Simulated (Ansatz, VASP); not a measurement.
Two plane-wave programs on AlN

Contents of INCAR:

```
  PREC = Accurate
  ENCUT = 520
  EDIFF = 1E-6
  ISMEAR = -1
  SIGMA = 0.02
  LREAL = F
  LASPH = T
  NELM = 60
  ALGO = Normal
  ISIF = 2
  LWAVE = F
  LCHARG = F
  GGA = PE
  NBANDS = 11
```

File KPOINTS:

```
regular mesh
0
Gamma
  10 10 10
```

File POSCAR:

```
AlN
1.0
    0.0000000000      2.1848764127      2.1848764127
    2.1746074935      0.0000000000      2.1848764127
    2.1746074935      2.1848764127      0.0000000000
Al N
1 1
Direct
    0.0000000000      0.0000000000      0.0000000000
    0.2500000000      0.2500000000      0.2500000000
```

Input for Ansatz:

```yaml
crystal:
  lattice:
    - [0.0, 2.1848764127, 2.1848764127]
    - [2.1746074935, 0.0, 2.1848764127]
    - [2.1746074935, 2.1848764127, 0.0]
  atoms:
    - { symbol: Al, position: [0.0, 0.0, 0.0] }
    - { symbol: "N", position: [0.25, 0.25, 0.25] }
kpoints:
  mp_grid: { grid: [10, 10, 10] }
  band_path:
    path:
      - [0.0, 0.0, 0.0]
      - [-0.5, -0.5, 0.0]
      - [-0.375, -0.375, 0.25]
      - [-0.375, 0.0, 0.375]
      - [0.0, 0.0, 0.5]
      - [-0.5, -0.25, 0.25]
      - [0.0, 0.5, 0.5]
    npoints: 1
hamiltonian:
  xc: pbe
scf:
  occupations: { method: fermi_dirac, width: 0.02 }
  n_extra_bands: 4
output:
  forces: true
  stress: true
  eigenvalues: true
```

Change from the starting cell: uniaxial_x strain -0.5%.

Alike in both runs: task single point; functional PBE; k mesh 10 × 10 × 10; occupations fermi-dirac, width 0.02 eV; no spin polarisation.

```csv
,VASP,Ansatz
version,VASP 6.6.1,Ansatz 0.2.0
potentials or method,"VASP PAW PBE potentials, release 64 (Al, N)","plane waves, PAW"
plane-wave cutoff (eV),520,420
valence electrons in the cell,8,8
```

```tsv
	VASP	Ansatz	Ansatz less VASP
gap on the k mesh at the Fermi level (eV)	3.29	3.30	+0.009
pressure (GPa)	5.3	5.6	+0.28
largest component of the traceless stress (GPa)	0.40	0.40	-0.003
```

The functional is the same, so the differences come from potentials, cutoffs and numerics.

A k mesh can miss the band edges.
